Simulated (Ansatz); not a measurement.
Born–Oppenheimer molecular dynamics of a periodic cell of 24 atoms, TaS$_{2}$ (surface TaS2(110)). It starts from a relaxed structure.

Theory: Ansatz, DFT PBE-D3(BJ), scalar-relativistic, plane waves, PAW. Settings: cutoff 420 eV, k mesh 1x1x1, fermi-dirac smearing 0.05 eV, no spin polarisation.

```yaml
ensemble: NVT, Nosé–Hoover chain
time_step: 2 fs
steps_asked: 200
set_temperature: 300 K
starting_velocities: zero
thermostat: time constant 100 fs, chain length 1
atoms_held: 1, 3, 4, 7, 9, 10
seed: 397224
```

Frames 20 fs apart, positions in Å, forces in eV/Å.

Velocities at 120.0 fs (Å/ps):

```
Ta 0.00 0.00 0.00
Ta 0.00 0.00 -0.01
S 0.00 0.00 0.00
S 0.00 0.00 0.00
S 0.00 0.03 0.04
S 0.00 -0.03 0.04
Ta 0.00 0.00 0.00
Ta 0.00 0.00 -0.01
S 0.00 0.00 0.00
S 0.00 0.00 0.00
S 0.00 0.03 0.04
S 0.00 -0.03 0.04
Ta 0.00 0.00 -0.01
Ta 0.00 0.00 -0.02
S 0.00 0.05 0.03
S 0.00 -0.05 0.03
S 0.00 0.00 0.00
S 0.00 0.00 0.00
Ta 0.00 0.00 -0.01
Ta 0.00 0.00 -0.02
S 0.00 0.05 0.03
S 0.00 -0.05 0.03
S 0.00 0.00 0.00
S 0.00 0.00 0.00
```

```xyz
24
Lattice="6.6789 0.0000 0.0000 0.0000 23.4846 0.0000 0.0000 0.0000 16.3087" Properties=species:S:1:pos:R:3:forces:R:3 time_fs=120.0 energy_less_start_eV=0.000 T=0
Ta 6.267 17.613 1.000 0.00 0.00 0.03
Ta 5.421 5.871 3.151 0.00 0.00 0.00
S 5.421 7.420 1.489 0.00 0.43 0.00
S 5.421 4.322 1.489 0.00 -0.43 0.00
S 6.267 16.025 2.602 0.00 0.02 -0.02
S 6.267 19.202 2.602 0.00 -0.02 -0.02
Ta 2.928 17.613 1.000 0.00 0.00 0.03
Ta 2.081 5.871 3.151 0.00 0.00 0.00
S 2.081 7.420 1.489 0.00 0.43 0.00
S 2.081 4.322 1.489 0.00 -0.43 0.00
S 2.928 16.025 2.602 0.00 0.02 -0.02
S 2.928 19.202 2.602 0.00 -0.02 -0.02
Ta 1.258 17.613 3.835 0.00 0.00 0.00
Ta 0.411 5.871 5.975 0.00 0.00 0.02
S 0.411 7.453 4.356 0.00 0.00 -0.01
S 0.411 4.289 4.356 0.00 0.00 -0.01
S 1.258 15.937 5.377 0.00 -0.01 0.00
S 1.258 19.290 5.377 0.00 0.01 0.00
Ta 4.598 17.613 3.835 0.00 0.00 0.00
Ta 3.751 5.871 5.975 0.00 0.00 0.02
S 3.751 7.453 4.356 0.00 0.00 -0.01
S 3.751 4.289 4.356 0.00 0.00 -0.01
S 4.598 15.937 5.377 0.00 -0.01 0.00
S 4.598 19.290 5.377 0.00 0.01 0.00
24
Lattice="6.6789 0.0000 0.0000 0.0000 23.4846 0.0000 0.0000 0.0000 16.3087" Properties=species:S:1:pos:R:3:forces:R:3 time_fs=140.0 energy_less_start_eV=0.000 T=0
Ta 6.267 17.613 1.000 0.00 0.00 0.01
Ta 5.421 5.871 3.151 0.00 0.00 0.01
S 5.421 7.420 1.489 0.00 0.43 0.00
S 5.421 4.322 1.489 0.00 -0.43 0.00
S 6.267 16.027 2.602 0.00 -0.01 0.00
S 6.267 19.200 2.602 0.00 0.01 0.00
Ta 2.928 17.613 1.000 0.00 0.00 0.01
Ta 2.081 5.871 3.151 0.00 0.00 0.01
S 2.081 7.420 1.489 0.00 0.43 0.00
S 2.081 4.322 1.489 0.00 -0.43 0.00
S 2.928 16.027 2.602 0.00 -0.01 0.00
S 2.928 19.200 2.602 0.00 0.01 0.00
Ta 1.258 17.613 3.835 0.00 0.00 0.01
Ta 0.411 5.871 5.975 0.00 0.00 0.01
S 0.411 7.454 4.356 0.00 -0.01 -0.01
S 0.411 4.288 4.356 0.00 0.01 -0.01
S 1.258 15.937 5.377 0.00 0.00 0.00
S 1.258 19.290 5.377 0.00 0.00 0.00
Ta 4.598 17.613 3.835 0.00 0.00 0.01
Ta 3.751 5.871 5.975 0.00 0.00 0.01
S 3.751 7.454 4.356 0.00 -0.01 -0.01
S 3.751 4.288 4.356 0.00 0.01 -0.01
S 4.598 15.937 5.377 0.00 0.00 0.00
S 4.598 19.290 5.377 0.00 0.00 0.00
24
Lattice="6.6789 0.0000 0.0000 0.0000 23.4846 0.0000 0.0000 0.0000 16.3087" Properties=species:S:1:pos:R:3:forces:R:3 time_fs=160.0 energy_less_start_eV=0.000 T=0
Ta 6.267 17.613 1.000 0.00 0.00 -0.02
Ta 5.421 5.871 3.151 0.00 0.00 0.01
S 5.421 7.420 1.489 0.00 0.44 -0.01
S 5.421 4.322 1.489 0.00 -0.44 -0.01
S 6.267 16.028 2.602 0.00 -0.03 0.01
S 6.267 19.199 2.602 0.00 0.03 0.01
Ta 2.928 17.613 1.000 0.00 0.00 -0.02
Ta 2.081 5.871 3.151 0.00 0.00 0.01
S 2.081 7.420 1.489 0.00 0.44 -0.01
S 2.081 4.322 1.489 0.00 -0.44 -0.01
S 2.928 16.028 2.602 0.00 -0.03 0.01
S 2.928 19.199 2.602 0.00 0.03 0.01
Ta 1.258 17.613 3.835 0.00 0.00 0.02
Ta 0.411 5.871 5.975 0.00 0.00 0.00
S 0.411 7.454 4.355 0.00 -0.01 0.00
S 0.411 4.288 4.355 0.00 0.01 0.00
S 1.258 15.936 5.378 0.00 0.01 -0.01
S 1.258 19.291 5.378 0.00 -0.01 -0.01
Ta 4.598 17.613 3.835 0.00 0.00 0.02
Ta 3.751 5.871 5.975 0.00 0.00 0.00
S 3.751 7.454 4.355 0.00 -0.01 0.00
S 3.751 4.288 4.355 0.00 0.01 0.00
S 4.598 15.936 5.378 0.00 0.01 -0.01
S 4.598 19.291 5.378 0.00 -0.01 -0.01
24
Lattice="6.6789 0.0000 0.0000 0.0000 23.4846 0.0000 0.0000 0.0000 16.3087" Properties=species:S:1:pos:R:3:forces:R:3 time_fs=180.0 energy_less_start_eV=0.000 T=0
Ta 6.267 17.613 1.000 0.00 0.00 0.02
Ta 5.421 5.871 3.151 0.00 0.00 0.00
S 5.421 7.420 1.489 0.00 0.44 -0.01
S 5.421 4.322 1.489 0.00 -0.44 -0.01
S 6.267 16.026 2.602 0.00 0.01 -0.01
S 6.267 19.201 2.602 0.00 -0.01 -0.01
Ta 2.928 17.613 1.000 0.00 0.00 0.02
Ta 2.081 5.871 3.151 0.00 0.00 0.00
S 2.081 7.420 1.489 0.00 0.44 -0.01
S 2.081 4.322 1.489 0.00 -0.44 -0.01
S 2.928 16.026 2.602 0.00 0.01 -0.01
S 2.928 19.201 2.602 0.00 -0.01 -0.01
Ta 1.258 17.613 3.836 0.00 0.00 0.00
Ta 0.411 5.871 5.974 0.00 0.00 0.01
S 0.412 7.452 4.353 0.00 0.01 0.00
S 0.412 4.290 4.353 0.00 -0.01 0.00
S 1.258 15.936 5.377 0.00 0.00 0.00
S 1.258 19.291 5.377 0.00 0.00 0.00
Ta 4.598 17.613 3.836 0.00 0.00 0.00
Ta 3.751 5.871 5.974 0.00 0.00 0.01
S 3.751 7.452 4.353 0.00 0.01 0.00
S 3.751 4.290 4.353 0.00 -0.01 0.00
S 4.598 15.936 5.377 0.00 0.00 0.00
S 4.598 19.291 5.377 0.00 0.00 0.00
24
Lattice="6.6789 0.0000 0.0000 0.0000 23.4846 0.0000 0.0000 0.0000 16.3087" Properties=species:S:1:pos:R:3:forces:R:3 time_fs=200.0 energy_less_start_eV=0.000 T=0
Ta 6.267 17.613 1.000 0.00 0.00 0.05
Ta 5.421 5.871 3.151 0.00 0.00 0.00
S 5.421 7.420 1.489 0.00 0.44 -0.01
S 5.421 4.322 1.489 0.00 -0.44 -0.01
S 6.267 16.023 2.601 0.00 0.04 -0.01
S 6.267 19.203 2.601 0.00 -0.04 -0.01
Ta 2.928 17.613 1.000 0.00 0.00 0.05
Ta 2.081 5.871 3.151 0.00 0.00 0.00
S 2.081 7.420 1.489 0.00 0.44 -0.01
S 2.081 4.322 1.489 0.00 -0.44 -0.01
S 2.928 16.023 2.601 0.00 0.04 -0.01
S 2.928 19.203 2.601 0.00 -0.04 -0.01
Ta 1.258 17.613 3.836 0.00 0.00 -0.03
Ta 0.411 5.871 5.975 0.00 0.00 0.00
S 0.412 7.451 4.352 0.00 0.02 0.01
S 0.412 4.292 4.352 0.00 -0.02 0.01
S 1.258 15.936 5.376 0.00 -0.01 0.01
S 1.258 19.291 5.376 0.00 0.01 0.01
Ta 4.598 17.613 3.836 0.00 0.00 -0.03
Ta 3.751 5.871 5.975 0.00 0.00 0.00
S 3.751 7.451 4.352 0.00 0.02 0.01
S 3.751 4.292 4.352 0.00 -0.02 0.01
S 4.598 15.936 5.376 0.00 -0.01 0.01
S 4.598 19.291 5.376 0.00 0.01 0.01
24
Lattice="6.6789 0.0000 0.0000 0.0000 23.4846 0.0000 0.0000 0.0000 16.3087" Properties=species:S:1:pos:R:3:forces:R:3 time_fs=220.0 energy_less_start_eV=0.000 T=0
Ta 6.267 17.613 1.000 0.00 0.00 -0.02
Ta 5.421 5.871 3.151 0.00 0.00 0.00
S 5.421 7.420 1.489 0.00 0.44 -0.01
S 5.421 4.322 1.489 0.00 -0.44 -0.01
S 6.267 16.026 2.598 0.00 -0.01 0.02
S 6.267 19.201 2.598 0.00 0.01 0.02
Ta 2.928 17.613 1.000 0.00 0.00 -0.02
Ta 2.081 5.871 3.151 0.00 0.00 0.00
S 2.081 7.420 1.489 0.00 0.44 -0.01
S 2.081 4.322 1.489 0.00 -0.44 -0.01
S 2.928 16.026 2.598 0.00 -0.01 0.02
S 2.928 19.201 2.598 0.00 0.01 0.02
Ta 1.258 17.613 3.837 0.00 0.00 -0.02
Ta 0.412 5.871 5.975 0.00 0.00 -0.04
S 0.412 7.452 4.351 0.00 -0.01 0.03
S 0.412 4.290 4.351 0.00 0.01 0.03
S 1.258 15.935 5.376 0.00 0.00 0.00
S 1.258 19.292 5.376 0.00 0.00 0.00
Ta 4.598 17.613 3.837 0.00 0.00 -0.02
Ta 3.751 5.871 5.975 0.00 0.00 -0.04
S 3.751 7.452 4.351 0.00 -0.01 0.03
S 3.751 4.290 4.351 0.00 0.01 0.03
S 4.598 15.935 5.376 0.00 0.00 0.00
S 4.598 19.292 5.376 0.00 0.00 0.00
24
Lattice="6.6789 0.0000 0.0000 0.0000 23.4846 0.0000 0.0000 0.0000 16.3087" Properties=species:S:1:pos:R:3:forces:R:3 time_fs=240.0 energy_less_start_eV=0.001 T=0
Ta 6.267 17.613 1.000 0.00 0.00 -0.07
Ta 5.421 5.871 3.151 0.00 0.00 0.00
S 5.421 7.420 1.489 0.00 0.44 -0.01
S 5.421 4.322 1.489 0.00 -0.44 -0.01
S 6.268 16.028 2.597 0.00 -0.05 0.05
S 6.268 19.199 2.597 0.00 0.05 0.05
Ta 2.928 17.613 1.000 0.00 0.00 -0.07
Ta 2.081 5.871 3.151 0.00 0.00 0.00
S 2.081 7.420 1.489 0.00 0.44 -0.01
S 2.081 4.322 1.489 0.00 -0.44 -0.01
S 2.928 16.028 2.597 0.00 -0.05 0.05
S 2.928 19.199 2.597 0.00 0.05 0.05
Ta 1.258 17.613 3.837 0.00 0.00 0.01
Ta 0.412 5.871 5.974 0.00 0.00 -0.01
S 0.411 7.454 4.353 0.00 -0.01 0.01
S 0.411 4.289 4.353 0.00 0.01 0.01
S 1.258 15.933 5.376 0.00 0.02 -0.01
S 1.258 19.294 5.376 0.00 -0.02 -0.01
Ta 4.598 17.613 3.837 0.00 0.00 0.01
Ta 3.751 5.871 5.974 0.00 0.00 -0.01
S 3.751 7.454 4.353 0.00 -0.01 0.01
S 3.751 4.289 4.353 0.00 0.01 0.01
S 4.597 15.933 5.376 0.00 0.02 -0.01
S 4.597 19.294 5.376 0.00 -0.02 -0.01
24
Lattice="6.6789 0.0000 0.0000 0.0000 23.4846 0.0000 0.0000 0.0000 16.3087" Properties=species:S:1:pos:R:3:forces:R:3 time_fs=260.0 energy_less_start_eV=0.001 T=1
Ta 6.267 17.613 1.000 0.00 0.00 0.05
Ta 5.421 5.871 3.151 0.00 0.00 0.00
S 5.421 7.420 1.489 0.00 0.44 0.00
S 5.421 4.322 1.489 0.00 -0.44 0.00
S 6.268 16.025 2.602 0.00 0.03 -0.02
S 6.268 19.202 2.602 0.00 -0.03 -0.02
Ta 2.928 17.613 1.000 0.00 0.00 0.05
Ta 2.081 5.871 3.151 0.00 0.00 0.00
S 2.081 7.420 1.489 0.00 0.44 0.00
S 2.081 4.322 1.489 0.00 -0.44 0.00
S 2.928 16.025 2.602 0.00 0.03 -0.02
S 2.928 19.202 2.602 0.00 -0.03 -0.02
Ta 1.258 17.613 3.837 0.00 0.00 -0.02
Ta 0.412 5.871 5.973 0.00 0.00 0.08
S 0.412 7.454 4.358 0.00 0.01 -0.04
S 0.412 4.288 4.358 0.00 -0.01 -0.04
S 1.258 15.933 5.375 0.00 0.01 0.01
S 1.258 19.294 5.375 0.00 -0.01 0.01
Ta 4.598 17.613 3.837 0.00 0.00 -0.02
Ta 3.751 5.871 5.973 0.00 0.00 0.08
S 3.751 7.454 4.358 0.00 0.01 -0.04
S 3.751 4.288 4.358 0.00 -0.01 -0.04
S 4.597 15.933 5.375 0.00 0.01 0.01
S 4.597 19.294 5.375 0.00 -0.01 0.01
24
Lattice="6.6789 0.0000 0.0000 0.0000 23.4846 0.0000 0.0000 0.0000 16.3087" Properties=species:S:1:pos:R:3:forces:R:3 time_fs=280.0 energy_less_start_eV=0.003 T=0
Ta 6.267 17.613 1.000 0.00 0.00 0.15
Ta 5.421 5.871 3.151 0.00 0.00 0.00
S 5.421 7.420 1.489 0.00 0.43 0.01
S 5.421 4.322 1.489 0.00 -0.43 0.01
S 6.268 16.024 2.608 0.00 0.08 -0.08
S 6.268 19.203 2.608 0.00 -0.08 -0.08
Ta 2.928 17.613 1.000 0.00 0.00 0.15
Ta 2.082 5.871 3.151 0.00 0.00 0.00
S 2.081 7.420 1.489 0.00 0.43 0.01
S 2.081 4.322 1.489 0.00 -0.43 0.01
S 2.928 16.024 2.608 0.00 0.08 -0.08
S 2.928 19.203 2.608 0.00 -0.08 -0.08
Ta 1.258 17.613 3.837 0.00 0.00 -0.05
Ta 0.412 5.871 5.972 0.00 0.00 0.09
S 0.412 7.457 4.361 0.00 -0.01 -0.06
S 0.412 4.285 4.361 0.00 0.01 -0.06
S 1.258 15.933 5.373 0.00 -0.01 0.04
S 1.258 19.294 5.373 0.00 0.01 0.04
Ta 4.598 17.613 3.837 0.00 0.00 -0.05
Ta 3.751 5.871 5.972 0.00 0.00 0.09
S 3.751 7.457 4.361 0.00 -0.01 -0.06
S 3.751 4.285 4.361 0.00 0.01 -0.06
S 4.597 15.933 5.373 0.00 -0.01 0.04
S 4.597 19.294 5.373 0.00 0.01 0.04
```

Of the whole run (400 fs, mean temperature of the second half 7 K): The conserved energy stayed within 0.026 meV per atom of its start (net change 0.025 meV per atom), so the integration is sound. The mean temperature of the second half is 98 % below the set value. A run of 0.4 ps of so small a system gives no equilibrium averages. Limits of this set-up: coarse k mesh, slab without dipole correction.

Run time: 12 min on 4 threads of Arm Neoverse V2, with other jobs on the host, peak memory 1.7 GiB.
